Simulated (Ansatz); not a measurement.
Crystal: ZrS2.

```
Zr S
1.0
     3.69138    0.00000    0.00000
    -1.84569    3.19683    0.00000
     0.00000    0.00000    6.04108
Zr S
1 2
Direct
  0.00000 0.00000 0.00000
  0.33333 0.66667 0.23791
  0.66667 0.33333 0.76209
```

The cell is a database's computed one.

* Program: Ansatz 0.2.0
* Task: relaxation of cell and atoms
* Functional: RPBE
* Dispersion: D4
* Potentials or basis: Ansatz PAW
* Cutoff: 420 eV (not typed: the program's choice for these potentials)
* k mesh: 8 × 8 × 5
* Occupations: fermi-dirac, width 0.05 eV
* Spin: no spin polarisation

At the start: volume 23.76 Å³/atom.

Task: How do energy, volume and symmetry change on relaxing?

Result: It ends after 7 steps and the volume is 21.75 Å³/atom (-8.5 %); space group P-3m1 (No. 164, to 0.05 Å).

The path:
```
step  energy change (eV)  largest force (eV/Å)  volume (Å³)
   1              0.0000                0.0614        71.29
   2             -0.0107                0.2873        64.69
   3             -0.0362                0.0066        66.11
   4             -0.0388                0.0258        65.15
   5             -0.0388                0.0091        65.22
   6             -0.0388                0.0001        65.24
   7             -0.0383                0.0004        65.24
```

Final structure:
```
Zr S
1.0
     3.63696    0.00000    0.00000
    -1.81848    3.14970    0.00000
     0.00000    0.00000    5.69501
Zr S
1 2
Direct
  0.00000 0.00000 0.00000
  0.33333 0.66667 0.25647
  0.66667 0.33333 0.74353
```

Caveat: the plane-wave basis is chosen anew once the cell has moved, so the energies of steps on either side of that aren't comparable; the PAW data sets come from PBE, with cores solved anew for the run's functional, which leaves a small shift of forces and pressure.
